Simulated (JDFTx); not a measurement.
Crystal: AlN.

```xyz
4
Lattice="3.1130 0.0000 0.0000 -1.5565 2.6959 0.0000 0.0000 0.0000 4.9810" Properties=species:S:1:pos:R:3 pbc="T T T"
Al    1.5565    0.8986    2.4905
Al    0.0000    1.7973    0.0000
N     1.5565    0.8986    4.3833
N     0.0000    1.7973    1.8928
```

- Program: JDFTx 1.7.0 (patched build)
- Task: relaxation of cell and atoms
- Functional: RPBE
- Potentials or basis: PseudoDojo-SR-PBE-0.5-standard
- Cutoff: 1143 eV
- Density cutoff: 9143 eV
- k mesh: 10 × 10 × 6
- Occupations: fermi-dirac, width 0.05 eV
- Spin: no spin polarisation

At the start: pressure 4.3 GPa; volume 10.45 Å³/atom.

Problem. How do energy, volume and symmetry change on relaxing?

Solution. Over 7 steps the energy falls by 3.3 meV/atom and the volume is 10.68 Å³/atom (+2.2 %); space group P6_3mc (No. 186, to 0.05 Å).

The path:
| step | energy change (eV) | largest force (eV/Å) | pressure (GPa) | volume (Å³) |
| --- | --- | --- | --- | --- |
| 1 | 0.0000 | 0.1276 | 4.30 | 41.80 |
| 2 | -0.0037 | 0.0857 | 3.70 | 41.92 |
| 3 | -0.0116 | 0.0017 | 1.53 | 42.38 |
| 4 | -0.0131 | 0.0034 | 0.28 | 42.65 |
| 5 | -0.0132 | 0.0044 | -0.02 | 42.72 |
| 6 | -0.0132 | 0.0031 | -0.04 | 42.72 |
| 7 | -0.0132 | 0.0011 | -0.01 | 42.71 |

Final structure:
```
Al N
1.0
     3.13296    0.00000    0.00000
    -1.56648    2.71322    0.00000
     0.00000    0.00000    5.02504
Al N
2 2
Direct
  0.66667 0.33333 0.49931
  0.33333 0.66667 0.99931
  0.66667 0.33333 0.88069
  0.33333 0.66667 0.38069
```

Caveat: the potentials were made for another functional, which shifts forces and pressure.
